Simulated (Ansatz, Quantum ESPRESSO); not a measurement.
**Equation of state of wurtzite CdSe**

How stiff is wurtzite CdSe under hydrostatic load? Each row relaxes cell and atoms at a set pressure. The phase is followed to these pressures whether or not it stays the stable one.

Calculated with Ansatz 0.2.0, PBEsol, PAW files of the set soft_1, cutoff 600 eV, Fermi–Dirac smearing 0.02 eV, k-mesh 8×8×4, no spin polarisation, no spin-orbit coupling.

Reference cell, relaxed at zero pressure with PBEsol (P6_3mc): a = 4.3020 Å, b = 4.3020 Å, c = 7.0215 Å, α = 90.00°, β = 90.00°, γ = 120.00°.

```csv
atom,x,y,z
Cd,0.3333,0.6667,0.0001
Cd,0.6667,0.3333,0.5001
Se,0.6667,0.3333,0.1244
Se,0.3333,0.6667,0.6244
```

| V (Å³/atom) | V/V0 | P (GPa) | E − E0 (meV/atom) |
| --- | --- | --- | --- |
| 27.6265 | 0.9819 | 0.985 | 1.5 |
| 27.1535 | 0.9651 | 1.998 | 5.9 |
| 26.3346 | 0.9360 | 4.001 | 21.1 |
| 25.6330 | 0.9111 | 6.001 | 42.9 |
| 25.0211 | 0.8893 | 7.995 | 69.5 |

V0 = 28.1347 Å³ an atom, where the residual pressure P0 is −0.002 GPa. **Question.** Fit the Birch–Murnaghan law and give the pressure and the energy at V = 28.7140 Å³ an atom, a row left out above.

With the Eulerian strain f = ½[(V0/V)^(2/3) − 1] and F = (P − P0)/[3f(1 + 2f)^(5/2)], the third-order law is the line F = B0 + (3/2) B0 (B′ − 4) f.

| f | F (GPa) |
| --- | --- |
| 0.04066 | 53.91 |
| 0.03202 | 53.50 |
| 0.02253 | 53.04 |
| 0.01197 | 52.48 |
| 0.00611 | 52.21 |

A straight line through the 5 rows: the means are 0.02266 for f and 53.028 for F, Σ(Δx)² = 0.0007998 and ΣΔxΔy = 0.03969, so the slope is 0.03969/0.0007998 = 49.623 and the intercept 53.028 − (49.623)(0.02266) = 51.904.

Hence B0 = 51.9 GPa and B′ = 4 + (49.6)/(1.5 × 51.9) = 4.64. For the withheld volume f = −0.00675, F = 51.57 GPa and P = −1.01 GPa, an extrapolation past the fitted rows. The run itself gives −1.01 GPa, so the estimate misses by 0.00 GPa, a rounding's worth.

Integrating the same law gives E − E0 = (9/2) B0 V0 f²[1 + (B′ − 4) f] + P0(V0 − V), with 1 GPa Å³ = 6.2415 meV: 1.9 meV an atom. The run itself gives 1.9 meV, so the estimate misses by 0.0 meV, a rounding's worth.

The same fit over all rows at other levels or in other programs gives B0 = 53 GPa with PBEsol (Quantum ESPRESSO, GBRV).

[Logs are printed without paths, hosts, clocks, repeated set-up lines and the standing remarks that a program may print on its own settings, such as how far it seeks lower states.]
